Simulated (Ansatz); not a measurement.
# SiC: the cost of one run

Program: Ansatz 0.2.0. PAW datasets, plane waves. Calculated at 0 K for a non-magnetic cell.

### 1 The structure to begin with

The unstrained cell was relaxed with r2SCAN; in each strained cell the atoms were relaxed again with r2SCAN. Names of k-points are those of the unstrained zone, where strain can split equivalent points. First state: +4.0 % shear in the xy plane.

The symmetry is P2_1 (No. 4, monoclinic); conventional cell a = 3.023 Å, b = 5.048 Å, c = 3.076 Å, β = 118.3°, 10.33 Å³ an atom. Around Si lie 4 C at 1.87–1.90 Å; around C lie 4 Si at 1.87–1.90 Å.

Structure file:

```cif
data_structure
_symmetry_space_group_name_H-M 'P 1'
_symmetry_Int_Tables_number 1
_cell_length_a 3.0760
_cell_length_b 3.0229
_cell_length_c 5.0481
_cell_angle_alpha 90.000
_cell_angle_beta 90.000
_cell_angle_gamma 118.293
_cell_volume 41.33
loop_
_atom_site_label
_atom_site_type_symbol
_atom_site_fract_x
_atom_site_fract_y
_atom_site_fract_z
_atom_site_occupancy
Si1 Si 0.33271 0.66658 0.49960 1
Si2 Si 0.66729 0.33342 0.99960 1
C1 C 0.32808 0.66713 0.87540 1
C2 C 0.67192 0.33287 0.37540 1
```

### 2 +4.0 % shear in the xy plane: PBE

input.yaml reads:

```yaml
crystal:
  lattice:
    - [3.0753564236, 0.0607382894, 0.0]
    - [-1.4850773102, 2.6329676438, 0.0]
    - [0.0, 0.0, 5.0481087552]
  atoms:
    - { symbol: Si, position: [0.3327138883, 0.6665824148, 0.4996034043] }
    - { symbol: Si, position: [0.6672861117, 0.3334175852, 0.9996034043] }
    - { symbol: C, position: [0.3280768777, 0.6671258015, 0.8753965957] }
    - { symbol: C, position: [0.6719231223, 0.3328741985, 0.3753965957] }
kpoints:
  mp_grid: { grid: [12, 12, 6] }
  band_path:
    path:
      - [0.0, 0.0, 0.0]
      - [0.5, 0.0, 0.0]
      - [0.3333333333, 0.3333333333, 0.0]
      - [0.0, 0.0, 0.5]
      - [0.5, 0.0, 0.5]
      - [0.3333333333, 0.3333333333, 0.5]
      - [0.333333, 0.341146, 0.0]
    npoints: 1
hamiltonian:
  xc: pbe
scf:
  occupations: { method: fermi_dirac, width: 0.02 }
  n_extra_bands: 5
output:
  forces: true
  stress: true
  eigenvalues: true
```

On the command line:

```sh
$ ansatz run input.yaml --threads 4 --pin off --max-ram 5529MiB --backend cpu --events-out ev --progress --plain --runs-dir out
```

Q: Estimate wall time and peak memory on 4 threads of Arm Neoverse V1, shared host.

About 5.9 s, with a peak of 0.48 GiB.
